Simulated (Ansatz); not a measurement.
Theory: Ansatz 0.2.0, DFT PBE, scalar-relativistic, plane waves, PAW. Settings: cutoff 420 eV, Γ-centred meshes spaced at most about 0.3 Å⁻¹, and about 0.25 Å⁻¹ or finer for metals (2π included), Gaussian smearing. Collinear spin in cells that started with moments and kept them past the coarse steps, no spin elsewhere.

These are static total energies at zero pressure. Lower structures may exist.

Question: Which of these relaxed structures of AlCr₂C is the lowest in energy?
1.

Space group P4/mmm (No. 123). a = 3.816 Å, b = 3.816 Å, c = 3.539 Å, α = 90.00°, β = 90.00°, γ = 90.00°
```csv
atom,site,symmetry,x,y,z
Al,1c,4/mmm,0.5000,0.5000,0.0000
Cr,2e,mmm.,0.5000,0.0000,0.5000
C,1b,4/mmm,0.0000,0.0000,0.5000
```

2.

Space group P-3m1 (No. 164). a = 2.820 Å, b = 2.820 Å, c = 6.536 Å, α = 90.00°, β = 90.00°, γ = 120.00°
```
atom  site  symmetry       x       y       z
  Al    1a      -3m. 0.0000  0.0000  0.0000
  Cr    2d       3m. 0.3333  0.6667  0.3348
   C    1b      -3m. 0.0000  0.0000  0.5000
```

3.

Space group P6_3/mmc (No. 194). a = 2.840 Å, b = 2.840 Å, c = 12.703 Å, α = 90.00°, β = 90.00°, γ = 120.00°
| atom | site | symmetry | x | y | z |
| --- | --- | --- | --- | --- | --- |
| Al | 2d | -6m2 | 0.6667 | 0.3333 | 0.2500 |
| Cr | 4f | 3m. | 0.3333 | 0.6667 | 0.4157 |
| C | 2a | -3m. | 0.0000 | 0.0000 | 0.5000 |

4.

Space group P-6m2 (No. 187). a = 3.870 Å, b = 3.870 Å, c = 3.909 Å, α = 90.00°, β = 90.00°, γ = 120.00°
```json
{"atom": "Al", "site": "1b", "symmetry": "-6m2", "x": "0.0000", "y": "0.0000", "z": "0.5000"}
{"atom": "Cr", "site": "1e", "symmetry": "-6m2", "x": "0.6667", "y": "0.3333", "z": "0.0000"}
{"atom": "Cr", "site": "1c", "symmetry": "-6m2", "x": "0.3333", "y": "0.6667", "z": "0.0000"}
{"atom": "C", "site": "1f", "symmetry": "-6m2", "x": "0.6667", "y": "0.3333", "z": "0.5000"}
```

Answer: 3. It has the MAX phase (211) type, space group P6_3/mmc (No. 194); the next, 2, with space group P-3m1 (No. 164), lies 67 meV/atom higher. Largest moments: 3 no spin, 2 0.5 μB, 1 no spin, 4 2.2 μB. Counting Al or Cr atoms around C (for each partner element, those within 1.25 times its shortest distance or 1.15 times the sum of covalent radii, where it is the nearest in units of that sum or under 1.3), the lowest and the next both have C 6.

The magnetic state reached may not be the lowest. The P6_3/mmc cell at 11.1 Å³/atom was relaxed from a Materials Project cell. Trial moments died out on the coarse mesh in P6_3/mmc and P4/mmm; another magnetic start might hold. Cells relaxed within their symmetry can be saddle points. Some structure types and database cells were kept out of the candidates from the start, so a known form may be missing.
